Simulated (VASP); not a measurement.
A run of VASP 6.6.1:

Contents of INCAR:

```
  PREC = Accurate
  ENCUT = 630
  EDIFF = 1E-6
  ISMEAR = -1
  SIGMA = 0.05
  LREAL = F
  LASPH = T
  NELM = 80
  ALGO = Normal
  ISIF = 3
  LWAVE = F
  LCHARG = F
  GGA = PE
  IBRION = 2
  NSW = 60
  EDIFFG = -0.005
```

KPOINTS

```
regular mesh
0
Gamma
  10 10 5
```

Contents of POSCAR:

```
TaN
1.0
    2.9217699809      0.0000000000      0.0000000000
   -1.4608849905      2.5303270275      0.0000000000
    0.0000000000      0.0000000000      5.9165150000
Ta N
2 2
Direct
    0.0000000000      0.0000000000      0.5000000000
    0.0000000000      0.0000000000      0.0000000000
    0.3333333333      0.6666666667      0.2500000000
    0.6666666667      0.3333333333      0.7500000000
```

Potentials or basis: VASP PAW PBE potentials, release 64 (Ta_sv_GW, N_GW).

The run is started by

```sh
$ cat potpaw_PBE.64/Ta_sv_GW/POTCAR potpaw_PBE.64/N_GW/POTCAR > POTCAR
$ mpirun -np 1 vasp_std > vasp.out
```

Hardware: 1 thread of Intel(R) Xeon(R) Platinum 8559C (Emerald Rapids) (shared host).

Task: Estimate the wall time of this run.

Result: Run time: 94 s on 1 thread of Intel(R) Xeon(R) Platinum 8559C (Emerald Rapids) (shared host), peak memory 0.22 GiB. Counts: scf iterations 54, k points 42, ion steps 5.
